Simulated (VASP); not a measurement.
# GaP (F-43m) in VASP: further runs

One crystal, GaP, is run at these levels: LDA; tasks: dielectric tensor.

All numbers are computed with VASP 6.6.1; they aren't measurements. Logs are shortened: lines on timing, memory, paths and dates and some standing lists are left out, and cuts for length are marked.

## (1) The crystal as given

The structure is cubic, space group F-43m (No. 216). Conventional cell: a = 5.451 Å, b = 5.451 Å, c = 5.451 Å, α = 90.00°, β = 90.00°, γ = 90.00°. Ga (site symmetry -43m) is surrounded by 4 P at 2.36 Å. P (site symmetry -43m) is surrounded by 4 Ga at 2.36 Å.

## (2) Dielectric tensor, LDA

Contents of INCAR:

```
PREC = Normal ; ENCUT = 400
EDIFF = 1E-8 ; ISMEAR = 0
SIGMA = 0.01 ; LREAL = F
LASPH = T ; NELM = 100
ALGO = Normal ; ISIF = 2
LWAVE = F ; LCHARG = F
LEPSILON = T
```

Contents of KPOINTS:

```
Automatic mesh
0
Gamma
  8 8 8
```

Contents of POSCAR:

```
GaP
1.0
    0.0000000000      2.7252500000      2.7252500000
    2.7252500000      0.0000000000      2.7252500000
    2.7252500000      2.7252500000      0.0000000000
Ga P
1 1
Direct
    0.0000000000      0.0000000000      0.0000000000
    0.7500000000      0.7500000000      0.7500000000
```

Potentials or basis: VASP PAW LDA potentials, release 64 (Ga_d, P).

Run with:

```sh
> cat potpaw_LDA.64/Ga_d/POTCAR potpaw_LDA.64/P/POTCAR > POTCAR
> mpirun -np 1 vasp_std > vasp.out
```

OUTCAR:

```text
PREC = Normal
   ENCUT = 400
   EDIFF = 1E-8
   ISMEAR = 0
   LREAL = F
   LASPH = T
   NELM = 100
   ISIF = 2
   LEPSILON = T

 Found     29 irreducible k-points:

 Following reciprocal coordinates:
            Coordinates               Weight
  0.000000  0.000000  0.000000      1.000000
  0.125000  0.000000  0.000000      8.000000
  0.250000  0.000000  0.000000      8.000000
  0.375000  0.000000  0.000000      8.000000
  0.500000  0.000000  0.000000      4.000000
  0.125000  0.125000  0.000000      6.000000
   k-points           NKPTS =     29   k-points in BZ     NKDIM =     29   number of bands    NBANDS=     13
   number of dos      NEDOS =    301   number of ions     NIONS =      2
   total plane-waves  NPLWV =   8000
   dimension x,y,z NGX =    20 NGY =   20 NGZ =   20
   dimension x,y,z NGXF=    40 NGYF=   40 NGZF=   40
   ions per type =               1   1
   NGX,Y,Z   is equivalent  to a cutoff of   8.63,  8.63,  8.63 a.u.
   NGXF,Y,Z  is equivalent  to a cutoff of  17.25, 17.25, 17.25 a.u.
 SYSTEM =  unknown system
   PREC   = normal    normal or accurate (medium, high low for compatibility)
   ISTART =      0    job   : 0-new  1-cont  2-samecut
   ICHARG =      2    charge: 1-file 2-atom 10-const
   ISPIN  =      1    spin polarized calculation?
   LNONCOLLINEAR =      F non collinear calculations
   LSORBIT =      F    spin-orbit coupling
   LASPH  =      T    aspherical Exc in radial PAW
   ENCUT  =  400.0 eV  29.40 Ry    5.42 a.u.   6.29  6.29  6.29*2*pi/ulx,y,z
   NELM   =    100;   NELMIN=  2; NELMDL= -5     # of ELM steps
   EDIFF  = 0.1E-07   stopping-criterion for ELM
   LREAL  =      F    real-space projection
   EDIFFG = 0.1E-06   stopping-criterion for IOM
   NSW    =      0    number of steps for IOM
   IBRION =     -1    ionic relax: 0-MD 1-quasi-New 2-CG
   NFREE  =      0    steps in history (QN), initial steepest desc. (CG)
   ISIF   =      2    stress and relaxation
   ISYM   =      2    0-nonsym 1-usesym 2-fastsym
   POTIM  = 0.5000    time-step for ionic-motion
   TEBEG  =    0.0;   TEEND  =   0.0 temperature during run
   PSTRESS=    0.0 pullay stress
   NELECT =      18.0000    total number of electrons
   NUPDOWN=      -1.0000    fix difference up-down
   EMIN   =  10.00;   EMAX   =-10.00  energy-range for DOS
   EFERMI =   0.00;   METHOD = LEGACY
   ISMEAR =     0;   SIGMA  =   0.01  broadening in eV -4-tet -1-fermi 0-gaus
   EFERMI_NEDOS =   21; number of points for ismear=-14 and -15
   IALGO  =     38    algorithm
   IMIX   =      4    mixing-type and parameters
     AMIX     =   0.40;   BMIX     =  1.00
     AMIX_MAG =   1.60;   BMIX_MAG =  1.00
  volume/ion in A,a.u.               =      20.24       136.59
  Fermi-wavevector in a.u.,A,eV,Ry     =   1.249538  2.361284 21.243377  1.561344
  Thomas-Fermi vector in A             =   2.383574
   LORBIT       =      0    0 simple, 1 ext, 2 COOP (PROOUT), +10 PAW based schemes
   GGA     = CA    functional components
   LHFCALC =     F    Hartree Fock is set to
   AEXX    =    0.0000 exact exchange contribution
   IVDW    =     0    specifies the selected vdW correction
   LEPSILON=     T    determine dielectric tensor
   LRPA    =     F    only Hartree local field effects (RPA)
 non-spin polarized calculation
 Gauss-broadening in eV      SIGMA  =   0.01
  energy-cutoff  :      400.00
  volume of cell :       40.48
 maximum number of plane-waves:       754
   NGX = 13   NGY = 13   NGZ = 13

--------------------------------------- Ionic step        1  -------------------------------------------

 number of electron      18.0000069 magnetization

 E-fermi :   4.5715     XC(G=0): -10.1642

 val. band max:        4.5050799471   @ k =   0.0000   0.0000   0.0000
 cond. band min:       5.9978136571   @ k =   0.3750   0.3750   0.0000
 fundamental gap:      1.4927337099
 Fermi energy:         4.5714538672

 k-point     1 :       0.0000    0.0000    0.0000
  band No.  band energies     occupation
      1     -10.1986      2.00000
      2     -10.1986      2.00000
      3     -10.1986      2.00000
      4     -10.1004      2.00000
      5     -10.1004      2.00000
      6      -8.0046      2.00000
      7       4.5051      2.00000
      8       4.5051      2.00000
      9       4.5051      2.00000
     10       6.1417      0.00000
     11       8.2971      0.00000
     12       8.2971      0.00000
     13       8.2971      0.00000

 k-point     2 :       0.1250    0.0000    0.0000
  band No.  band energies     occupation
      1     -10.2109      2.00000
      2     -10.1940      2.00000
      3     -10.1940      2.00000
      4     -10.1005      2.00000
      5     -10.1005      2.00000
      6      -7.8023      2.00000
      7       2.8336      2.00000
      8       4.2712      2.00000
      9       4.2712      2.00000
     10       6.8033      0.00000
     11       8.6503      0.00000
     12       8.6503      0.00000
     13       8.8517      0.00000

 k-point     3 :       0.2500    0.0000    0.0000
  band No.  band energies     occupation
      1     -10.2388      2.00000
      2     -10.1842      2.00000
      3     -10.1842      2.00000
      4     -10.0994      2.00000
      5     -10.0994      2.00000
      6      -7.2273      2.00000
      7       0.5748      2.00000
      8       3.8336      2.00000
      9       3.8336      2.00000
     10       6.5081      0.00000
     11       9.1599      0.00000
     12       9.1600      0.00000
     13      10.6946      0.00000

 k-point     4 :       0.3750    0.0000    0.0000
  band No.  band energies     occupation
      1     -10.2642      2.00000
      2     -10.1767      2.00000
      3     -10.1767      2.00000
      4     -10.0958      2.00000
      5     -10.0958      2.00000
      6      -6.4199      2.00000
      7      -1.3285      2.00000
      8       3.4968      2.00000
      9       3.4968      2.00000
     10       6.1497      0.00000
     11       9.2072      0.00000
     12       9.2072      0.00000
     13      12.3179      0.00000

 k-point     5 :       0.5000    0.0000    0.0000
  band No.  band energies     occupation
      1     -10.2742      2.00000
      2     -10.1745      2.00000
      3     -10.1745      2.00000
      4     -10.0935      2.00000
      5     -10.0935      2.00000
      6      -5.9202      2.00000
      7      -2.2041      2.00000
      8       3.3759      2.00000
      9       3.3759      2.00000
     10       6.0200      0.00000
     11       9.1366      0.00000
     12       9.1366      0.00000
     13      12.5532      0.00000

 k-point     6 :       0.1250    0.1250    0.0000
  band No.  band energies     occupation
      1     -10.2193      2.00000
      2     -10.1895      2.00000
      3     -10.1895      2.00000
      4     -10.1046      2.00000
      5     -10.0973      2.00000
      6      -7.7352      2.00000
      7       2.9085      2.00000
      8       3.8459      2.00000
      9       3.8459      2.00000
     10       7.3698      0.00000
     11       7.8478      0.00000
     12       9.2500      0.00000
     13       9.2500      0.00000

 [... further k-points ...]

  FORCE on cell =-STRESS in cart. coord.  units (eV):
  Direction    XX          YY          ZZ          XY          YZ          ZX
  --------------------------------------------------------------------------------------
  -------------------------------------------------------------------------------------
  Total       -0.7219888     -0.7219888     -0.7219888      0.0000000      0.0000000     -0.0000000
  in kB      -28.5753809    -28.5753809    -28.5753809      0.0000000      0.0000000     -0.0000000
  external PRESSURE =     -28.5753809 kB  Pullay stress =       0.0000000 kB

 VOLUME and BASIS-vectors are now :
 -----------------------------------------------------------------------------
  energy-cutoff  :      400.00
  volume of cell :       40.48
      direct lattice vectors                 reciprocal lattice vectors
     0.000000000  2.725250000  2.725250000    -0.183469406  0.183469406  0.183469406
     2.725250000  0.000000000  2.725250000     0.183469406 -0.183469406  0.183469406
     2.725250000  2.725250000  0.000000000     0.183469406  0.183469406 -0.183469406

 POSITION                                       TOTAL-FORCE (eV/Angst)
 -----------------------------------------------------------------------------------
      0.00000      0.00000      0.00000         0.000000      0.000000      0.000000
      4.08788      4.08788      4.08788        -0.000000     -0.000000     -0.000000
 -----------------------------------------------------------------------------------
    total drift:                               -0.000002     -0.000002     -0.000002

  FREE ENERGIE OF THE ION-ELECTRON SYSTEM (eV)
  ---------------------------------------------------
  free  energy   TOTEN  =       -10.4394739691 eV

  energy  without entropy=      -10.4394739691  energy(sigma->0) =      -10.43947397

 HEAD OF MICROSCOPIC STATIC DIELECTRIC TENSOR (INDEPENDENT PARTICLE, excluding Hartree and local field effects)
 ------------------------------------------------------
          12.638040     0.000000    -0.000000
           0.000000    12.638040    -0.000000
           0.000000     0.000000    12.638040
 ------------------------------------------------------

 Free energy of the ion-electron system (eV)
  ---------------------------------------------------
  ---------------------------------------------------
  free energy    TOTEN  =        -1.28447956 eV

  energy without entropy =       -1.28447956

------------------------ aborting loop because EDIFF is reached ----------------------------------------

--------------------------------------- Ionic step        2  -------------------------------------------

------------------------ aborting loop because EDIFF is reached ----------------------------------------

--------------------------------------- Ionic step        3  -------------------------------------------

 Free energy of the ion-electron system (eV)
  ---------------------------------------------------
  ---------------------------------------------------
  free energy    TOTEN  =        -1.28448022 eV

  energy without entropy =       -1.28448022

------------------------ aborting loop because EDIFF is reached ----------------------------------------

 PIEZOELECTRIC TENSOR FIELD DIRECTION 3  (e Angst)
 -----------------------------------------------------------------------------
    -0.00024  2.04216  0.00000           (  0.00000  0.03697  0.00000)
     2.04216 -0.00024  0.00000           (  0.03697  0.00000  0.00000)
     0.00000  0.00000 -0.00133           (  0.00000  0.00000 -0.00000)

 PIEZOELECTRIC TENSOR FIELD DIRECTION 3  (C/m^2)
 -----------------------------------------------------------------------------
    -0.00009  0.80826  0.00000
     0.80826 -0.00009  0.00000
     0.00000  0.00000 -0.00053

 MACROSCOPIC STATIC DIELECTRIC TENSOR (including local field effects in DFT)
 ------------------------------------------------------
          11.911481     0.000000     0.000000
           0.000000    11.911481    -0.000000
          -0.000000     0.000000    11.911481
 ------------------------------------------------------

 PIEZOELECTRIC TENSOR (including local field effects)  for field in x, y, z        (e  Angst)
          XX          YY          ZZ          XY          YZ          ZX
  --------------------------------------------------------------------------------
  x     0.00000    -0.00000    -0.00000     0.00000     2.04963     0.00000
  y     0.00000    -0.00000    -0.00000     0.00000     0.00000     2.04963
  z    -0.00000     0.00000     0.00000     2.04963     0.00000     0.00000

 PIEZOELECTRIC TENSOR (including local field effects)  for field in x, y, z        (C/m^2)
          XX          YY          ZZ          XY          YZ          ZX
  --------------------------------------------------------------------------------
  x     0.00000    -0.00000    -0.00000     0.00000     0.81122     0.00000
  y     0.00000    -0.00000    -0.00000     0.00000     0.00000     0.81122
  z    -0.00000     0.00000     0.00000     0.81122     0.00000     0.00000

 BORN EFFECTIVE CHARGES (including local field effects) (in |e|, cummulative output)
 ---------------------------------------------------------------------------------
 ion    1
    1     2.17917     0.00000     0.00000
    2     0.00000     2.17917     0.00000
    3     0.00000     0.00000     2.17917
 ion    2
    1    -2.17917     0.00000     0.00000
    2     0.00000    -2.17917     0.00000
    3     0.00000     0.00000    -2.17917
```

Run time: 1.8 min. Hardware: 1 thread of Intel Xeon Platinum 8259CL at 2.50GHz (Skylake/Cascade Lake), shared host; peak memory 0.19 GiB.

The run converged, but some of its settings lie outside the range that counts as converged, so its numbers aren't taken as properties of the crystal.

Results:

- Band gap on the k mesh: 1.49 eV, indirect (least direct gap 1.64 eV)
- Electronic dielectric tensor (diagonal): 11.91
- Born charges (mean of the diagonal): Ga +2.18; P -2.18 e

(Part 1 of 2 ends here.)
